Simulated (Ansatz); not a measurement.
Crystal: Mo.

```
Mo
1.0
    -1.58381    1.58381    1.58381
     1.58381   -1.58381    1.58381
     1.58381    1.58381   -1.58381
Mo
1
Direct
  0.00000 0.00000 0.00000
```

Base run:

| Property | Result |
| --- | --- |
| Program | Ansatz 0.2.0 |
| Functional | revPBE |
| Potentials or basis | Ansatz PAW |
| Cutoff | 420 eV |
| Density cutoff | 1680 eV |
| k mesh | 12 × 12 × 12 |
| Occupations | fermi-dirac, width 0.05 eV |
| Spin | no spin polarisation |

Its results: band gap on the k mesh none (metal or under the smearing width); pressure 0.6 GPa.

The run is repeated on the same cell with these changes: functional from revPBE to PBE. What comes out?

Band gap on the k mesh none (metal or under the smearing width); pressure -1.9 GPa.

PBE binds more tightly than revPBE, so the same cell stands under less pressure.

Caveats: the potentials were made for another functional, which shifts forces and pressure (some runs); the PAW data sets come from PBE, with cores solved anew for the run's functional, which leaves a small shift of forces and pressure (some runs).

Not every run made on this cell is shown here.
